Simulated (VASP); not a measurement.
# ZnS (F-43m) in VASP: a series of runs

Runs on ZnS. Level: PBEsol. Tasks: relaxation of cell and atoms.

Everything below comes from runs of VASP 6.6.1. Logs are shortened: lines on timing, memory, paths and dates and some standing lists are left out, and cuts for length are marked.

## (1) The crystal as given

It takes space group F-43m (No. 216, cubic). Conventional cell: a = 5.404 Å, b = 5.404 Å, c = 5.404 Å, α = 90.00°, β = 90.00°, γ = 90.00°. Around Zn (site symmetry -43m) lie 4 S at 2.34 Å. S (site symmetry -43m) is surrounded by 4 Zn at 2.34 Å.

## (2) Relaxation of cell and atoms, PBEsol

Input file INCAR:

```
SYSTEM = ZnS
PREC = Accurate ; ENCUT = 600
EDIFF = 1E-6 ; ISMEAR = 0
SIGMA = 0.03 ; LREAL = .False.
LASPH = .True. ; NELM = 80
ALGO = Normal ; ISIF = 3
LWAVE = .False. ; LCHARG = .False.
GGA = PS ; IBRION = 2
NSW = 90 ; EDIFFG = -0.01
KPAR = 2
```

Input file KPOINTS:

```
Automatic mesh
0
Gamma
  10 10 10
  0 0 0
```

Input file POSCAR:

```
ZnS
1.0
    0.0000000000      2.7020000000      2.7020000000
    2.7020000000      0.0000000000      2.7020000000
    2.7020000000      2.7020000000      0.0000000000
Zn S
1 1
Direct
    0.2500000000      0.2500000000      0.2500000000
    0.0000000000      0.0000000000      0.0000000000
```

Potentials or basis: VASP PAW PBE potentials, release 64 (Zn, S).

On the command line:

```sh
cat potpaw_PBE.64/Zn/POTCAR potpaw_PBE.64/S/POTCAR > POTCAR
mpirun -np 2 vasp_std > vasp.out
```

OUTCAR:

```text
SYSTEM = ZnS
   PREC = Accurate
   ENCUT = 600
   EDIFF = 1E-6
   ISMEAR = 0
   LREAL = .False.
   LASPH = .True.
   NELM = 80
   ISIF = 3
   GGA = PS
   IBRION = 2
   NSW = 90
   EDIFFG = -0.01

 ion  position               nearest neighbor table
   1  0.250  0.250  0.250-   2 2.34   2 2.34   2 2.34   2 2.34
   2  0.000  0.000  0.000-   1 2.34   1 2.34   1 2.34   1 2.34

  LATTYP: Found a face centered cubic cell.
 ALAT       =     5.4040000000

  Lattice vectors:

 A1 = (   0.0000000000,   2.7020000000,   2.7020000000)
 A2 = (   2.7020000000,   0.0000000000,   2.7020000000)
 A3 = (   2.7020000000,   2.7020000000,   0.0000000000)

Analysis of symmetry for initial positions (statically):
=====================================================================
 Subroutine PRICEL returns:
 Original cell was already a primitive cell.

 Routine SETGRP: Setting up the symmetry group for a
 face centered cubic supercell.

 Subroutine GETGRP returns: Found 24 space group operations
 (whereof 24 operations were pure point group operations)
 out of a pool of 48 trial point group operations.

The static configuration has the point symmetry T_d .

Analysis of symmetry for dynamics (positions and initial velocities):
=====================================================================
 Subroutine PRICEL returns:
 Original cell was already a primitive cell.

 Routine SETGRP: Setting up the symmetry group for a
 face centered cubic supercell.

 Subroutine GETGRP returns: Found 24 space group operations
 (whereof 24 operations were pure point group operations)
 out of a pool of 48 trial point group operations.

The dynamic configuration has the point symmetry T_d .

 Subroutine INISYM returns: Found 24 space group operations
 (whereof 24 operations are pure point group operations),
 and found     1 'primitive' translations

----------------------------------------------------------------------------------------

                                     Primitive cell

  volume of cell :      39.4535

  direct lattice vectors                    reciprocal lattice vectors
     0.000000000  2.702000000  2.702000000    -0.185048113  0.185048113  0.185048113
     2.702000000  0.000000000  2.702000000     0.185048113 -0.185048113  0.185048113
     2.702000000  2.702000000  0.000000000     0.185048113  0.185048113 -0.185048113

  length of vectors
     3.821205046  3.821205046  3.821205046     0.320512733  0.320512733  0.320512733

  position of ions in fractional coordinates (direct lattice)
     0.250000000  0.250000000  0.250000000
     0.000000000  0.000000000  0.000000000

  ion indices of the primitive-cell ions
   primitive index   ion index
                 1           1
                 2           2

----------------------------------------------------------------------------------------

 KPOINTS: Automatic mesh

Automatic generation of k-mesh.
 Grid dimensions read from file:
 generate k-points for:   10   10   10

 Generating k-lattice:

  Cartesian coordinates                     Fractional coordinates (reciprocal lattice)
    -0.018504811  0.018504811  0.018504811     0.100000000  0.000000000  0.000000000
     0.018504811 -0.018504811  0.018504811     0.000000000  0.100000000  0.000000000
     0.018504811  0.018504811 -0.018504811     0.000000000  0.000000000  0.100000000

  Length of vectors
     0.032051273  0.032051273  0.032051273

  Shift w.r.t. Gamma in fractional coordinates (k-lattice)
     0.000000000  0.000000000  0.000000000

 Subroutine IBZKPT returns following result:
 ===========================================

 Found     47 irreducible k-points:

 Following reciprocal coordinates:
            Coordinates               Weight
  0.000000  0.000000  0.000000      1.000000
  0.100000  0.000000  0.000000      8.000000
  0.200000  0.000000  0.000000      8.000000
  0.300000  0.000000  0.000000      8.000000
  0.400000  0.000000  0.000000      8.000000
  0.500000  0.000000  0.000000      4.000000
[... 16 lines left out ...]
  0.300000  0.300000  0.000000      6.000000
  0.400000  0.300000  0.000000     24.000000
 [... further k-points ...]
   k-points           NKPTS =     47   k-points in BZ     NKDIM =     47   number of bands    NBANDS=     13
   number of dos      NEDOS =    301   number of ions     NIONS =      2
   total plane-waves  NPLWV =  32768
   dimension x,y,z NGX =    32 NGY =   32 NGZ =   32
   dimension x,y,z NGXF=    64 NGYF=   64 NGZF=   64
   ions per type =               1   1
   NGX,Y,Z   is equivalent  to a cutoff of  13.92, 13.92, 13.92 a.u.
   NGXF,Y,Z  is equivalent  to a cutoff of  27.84, 27.84, 27.84 a.u.
 SYSTEM =  ZnS
   PREC   = accura    normal or accurate (medium, high low for compatibility)
   ISTART =      0    job   : 0-new  1-cont  2-samecut
   ICHARG =      2    charge: 1-file 2-atom 10-const
   ISPIN  =      1    spin polarized calculation?
   LNONCOLLINEAR =      F non collinear calculations
   LSORBIT =      F    spin-orbit coupling
   LASPH  =      T    aspherical Exc in radial PAW
   ENCUT  =  600.0 eV  44.10 Ry    6.64 a.u.   7.63  7.63  7.63*2*pi/ulx,y,z
   NELM   =     80;   NELMIN=  2; NELMDL= -5     # of ELM steps
   EDIFF  = 0.1E-05   stopping-criterion for ELM
   LREAL  =      F    real-space projection
   EDIFFG = -.1E-01   stopping-criterion for IOM
   NSW    =     90    number of steps for IOM
   IBRION =      2    ionic relax: 0-MD 1-quasi-New 2-CG
   NFREE  =      1    steps in history (QN), initial steepest desc. (CG)
   ISIF   =      3    stress and relaxation
   ISYM   =      2    0-nonsym 1-usesym 2-fastsym
   POTIM  = 0.5000    time-step for ionic-motion
   TEBEG  =    0.0;   TEEND  =   0.0 temperature during run
   PSTRESS=    0.0 pullay stress
   NELECT =      18.0000    total number of electrons
   NUPDOWN=      -1.0000    fix difference up-down
   EMIN   =  10.00;   EMAX   =-10.00  energy-range for DOS
   EFERMI =   0.00;   METHOD = LEGACY
   ISMEAR =     0;   SIGMA  =   0.03  broadening in eV -4-tet -1-fermi 0-gaus
   EFERMI_NEDOS =   21; number of points for ismear=-14 and -15
   IALGO  =     38    algorithm
   IMIX   =      4    mixing-type and parameters
     AMIX     =   0.40;   BMIX     =  1.00
     AMIX_MAG =   1.60;   BMIX_MAG =  1.00
  volume/ion in A,a.u.               =      19.73       133.12
  Fermi-wavevector in a.u.,A,eV,Ry     =   1.260290  2.381602 21.610537  1.588330
  Thomas-Fermi vector in A             =   2.393807
   LORBIT       =      0    0 simple, 1 ext, 2 COOP (PROOUT), +10 PAW based schemes
   GGA     = PS    functional components
   LHFCALC =     F    Hartree Fock is set to
   AEXX    =    0.0000 exact exchange contribution
   IVDW    =     0    specifies the selected vdW correction
   LEPSILON=     F    determine dielectric tensor
   LRPA    =     F    only Hartree local field effects (RPA)
 conjugate gradient relaxation of ions
 non-spin polarized calculation
 Gauss-broadening in eV      SIGMA  =   0.03
  energy-cutoff  :      600.00
  volume of cell :       39.45
 maximum number of plane-waves:      1363
   NGX = 15   NGY = 15   NGZ = 15

--------------------------------------- Ionic step        1  -------------------------------------------

 number of electron      17.9999998 magnetization

 Free energy of the ion-electron system (eV)
  ---------------------------------------------------
  ext. energy  EPLUGINS =         0.00000000
  ---------------------------------------------------
  free energy    TOTEN  =        -7.58393353 eV

  energy without entropy =       -7.58393353  energy(sigma->0) =       -7.58393353

------------------------ aborting loop because EDIFF is reached ----------------------------------------

  FORCE on cell =-STRESS in cart. coord.  units (eV):
  Direction    XX          YY          ZZ          XY          YZ          ZX
  --------------------------------------------------------------------------------------
  -------------------------------------------------------------------------------------
  Total       -0.4264507     -0.4264507     -0.4264507      0.0000000      0.0000000     -0.0000000
  in kB      -17.3178277    -17.3178277    -17.3178277      0.0000000      0.0000000     -0.0000000
  external PRESSURE =     -17.3178277 kB  Pullay stress =       0.0000000 kB
[... 57 lines left out ...]
  energy  without entropy=       -7.5888246786  energy(sigma->0) =       -7.58882468

--------------------------------------- Ionic step        3  -------------------------------------------

 number of electron      17.9999989 magnetization

 Free energy of the ion-electron system (eV)
  ---------------------------------------------------
  ext. energy  EPLUGINS =         0.00000000
  ---------------------------------------------------
  free energy    TOTEN  =        -7.58928851 eV

  energy without entropy =       -7.58928851  energy(sigma->0) =       -7.58928851

 E-fermi :   2.4429     XC(G=0):  -9.9635

 val. band max:        2.2414848448   @ k =   0.0000   0.0000   0.0000
 cond. band min:       4.3244000307   @ k =   0.0000   0.0000   0.0000
 fundamental gap:      2.0829151859
 Fermi energy:         2.4428758919

 k-point     1 :       0.0000    0.0000    0.0000
  band No.  band energies     occupation
      1     -11.0858      2.00000
      2      -4.2312      2.00000
      3      -4.2312      2.00000
      4      -4.2312      2.00000
      5      -3.7030      2.00000
      6      -3.7030      2.00000
      7       2.2415      2.00000
      8       2.2415      2.00000
      9       2.2415      2.00000
     10       4.3244      0.00000
     11       8.5318      0.00000
     12       8.5318      0.00000
     13       8.5318      0.00000
[... 353 lines left out ...]
 k-point    24 :       0.4000    0.3000    0.0000
  band No.  band energies     occupation
      1     -10.0631      2.00000
      2      -4.2754      2.00000
      3      -3.9722      2.00000
      4      -3.9642      2.00000
      5      -3.6827      2.00000
      6      -3.6417      2.00000
      7      -1.6141      2.00000
      8       0.1474      2.00000
      9       0.3705      2.00000
     10       6.1192      0.00000
     11       6.8705      0.00000
     12      10.9830      0.00000
     13      11.9666      0.00000

 [... further k-points ...]

------------------------ aborting loop because EDIFF is reached ----------------------------------------

  FORCE on cell =-STRESS in cart. coord.  units (eV):
  Direction    XX          YY          ZZ          XY          YZ          ZX
  --------------------------------------------------------------------------------------
  -------------------------------------------------------------------------------------
  Total       -0.0075649     -0.0075649     -0.0075649      0.0000000      0.0000000      0.0000000
  in kB       -0.3147168     -0.3147168     -0.3147168      0.0000000      0.0000000      0.0000000
  external PRESSURE =      -0.3147168 kB  Pullay stress =       0.0000000 kB
[... 17 lines left out ...]
  FREE ENERGIE OF THE ION-ELECTRON SYSTEM (eV)
  ---------------------------------------------------
  free  energy   TOTEN  =        -7.5892885087 eV

  energy  without entropy=       -7.5892885087  energy(sigma->0) =       -7.58928851

 reached required accuracy - stopping structural energy minimisation
```

Run time: 16 s. Hardware: 2 MPI ranks of Intel Xeon 6975P-C (Granite Rapids), shared host; peak memory 0.18 GiB.

What came out:

| Quantity | Value |
| --- | --- |
| Free energy | -7.5893 eV |
| Relaxed volume | 19.26 Å³/atom |
| Relaxed cell | a = 3.791 Å, b = 3.791 Å, c = 3.791 Å, α = 60.00°, β = 60.00°, γ = 60.00° |
| Space group after relaxing (to 0.05 Å) | F-43m (No. 216) |
| Energy gained by relaxing | 2.7 meV/atom |
| Ionic steps | 3 |
| Pressure after relaxing | 0.0 GPa |
| Band gap on the k mesh | 2.08 eV, direct |

The path:
```
step  energy change (eV)  largest force (eV/Å)  pressure (GPa)  volume (Å³)
   1              0.0000                0.0000           -1.73        39.45
   2             -0.0049                0.0000            0.60        38.25
   3             -0.0054                0.0000           -0.03        38.51
```

Final structure:
```xyz
2
Lattice="0.0000 2.6803 2.6803 2.6803 0.0000 2.6803 2.6803 2.6803 0.0000" Properties=species:S:1:pos:R:3 pbc="T T T"
Zn    1.3402    1.3402    1.3402
S     0.0000    0.0000    0.0000
```

Caveat: the PAW data sets were made with another functional, which shifts forces and pressure a little. Expect the measured gap to be larger: semilocal functionals such as PBEsol lack the derivative discontinuity.

## (3) Relaxation of cell and atoms, PBEsol

This run uses another cell than the first one, of 19.26 Å³/atom, 0.976 times its volume.

Input file INCAR:

```
SYSTEM = ZnS
PREC = Accurate ; ENCUT = 600
EDIFF = 1E-7 ; ISMEAR = 0
SIGMA = 0.03 ; LREAL = .False.
LASPH = .True. ; NELM = 80
ALGO = Normal ; ISIF = 3
LWAVE = .False. ; LCHARG = .False.
GGA = PS ; IBRION = 2
NSW = 90 ; EDIFFG = -0.005
KPAR = 2
```

KPOINTS is that of step 2.

Input file POSCAR:

```
ZnS                                     
1.0
   -0.0000000000      2.6803314384      2.6803314384
    2.6803314384      0.0000000000      2.6803314384
    2.6803314384      2.6803314384     -0.0000000000
  Zn              S             
     1     1
Direct
     0.2500000000000000    0.2500000000000000    0.2500000000000000
     0.0000000000000000    0.0000000000000000    0.0000000000000000
```

Potentials or basis: VASP PAW PBE potentials, release 64 (Zn, S).

On the command line:

```sh
cat potpaw_PBE.64/Zn/POTCAR potpaw_PBE.64/S/POTCAR > POTCAR
mpirun -np 2 vasp_std > vasp.out
```

OUTCAR:

```text
SYSTEM = ZnS
   PREC = Accurate
   ENCUT = 600
   EDIFF = 1E-7
   ISMEAR = 0
   LREAL = .False.
   LASPH = .True.
   NELM = 80
   ISIF = 3
   GGA = PS
   IBRION = 2
   NSW = 90
   EDIFFG = -0.005

 ion  position               nearest neighbor table
   1  0.250  0.250  0.250-   2 2.32   2 2.32   2 2.32   2 2.32
   2  0.000  0.000  0.000-   1 2.32   1 2.32   1 2.32   1 2.32

  LATTYP: Found a face centered cubic cell.
[... 578 lines left out ...]

  FORCE on cell =-STRESS in cart. coord.  units (eV):
  Direction    XX          YY          ZZ          XY          YZ          ZX
  --------------------------------------------------------------------------------------
  -------------------------------------------------------------------------------------
  Total        0.0042992      0.0042992      0.0042992      0.0000000     -0.0000000     -0.0000000
  in kB        0.1788545      0.1788545      0.1788545      0.0000000     -0.0000000     -0.0000000
  external PRESSURE =       0.1788545 kB  Pullay stress =       0.0000000 kB

 VOLUME and BASIS-vectors are now :
 -----------------------------------------------------------------------------
  energy-cutoff  :      600.00
  volume of cell :       38.51
      direct lattice vectors                 reciprocal lattice vectors
     0.000000000  2.680331438  2.680331438    -0.186544094  0.186544094  0.186544094
     2.680331438  0.000000000  2.680331438     0.186544094 -0.186544094  0.186544094
     2.680331438  2.680331438  0.000000000     0.186544094  0.186544094 -0.186544094

 POSITION                                       TOTAL-FORCE (eV/Angst)
 -----------------------------------------------------------------------------------
      1.34017      1.34017      1.34017        -0.000000     -0.000000     -0.000000
      0.00000      0.00000      0.00000         0.000000      0.000000      0.000000
 -----------------------------------------------------------------------------------
    total drift:                               -0.000000     -0.000000     -0.000000

  FREE ENERGIE OF THE ION-ELECTRON SYSTEM (eV)
  ---------------------------------------------------
  free  energy   TOTEN  =        -7.5891278871 eV

  energy  without entropy=       -7.5891278871  energy(sigma->0) =       -7.58912789

 reached required accuracy - stopping structural energy minimisation
```

Run time: 12 s. Hardware: 2 MPI ranks of Intel Xeon 6975P-C (Granite Rapids), shared host; peak memory 0.17 GiB.

Results:

| Quantity | Value |
| --- | --- |
| Free energy | -7.5891 eV |
| Pressure after relaxing | 0.0 GPa |
| Band gap on the k mesh | 2.08 eV, direct |

Final structure:
```
Zn S
1.0
     0.00000    2.68033    2.68033
     2.68033    0.00000    2.68033
     2.68033    2.68033    0.00000
Zn S
1 1
Direct
  0.25000 0.25000 0.25000
  0.00000 0.00000 0.00000
```

Caveat: the relaxation stopped at its first step, so nothing moved; the PAW data sets were made with another functional, which shifts forces and pressure a little.
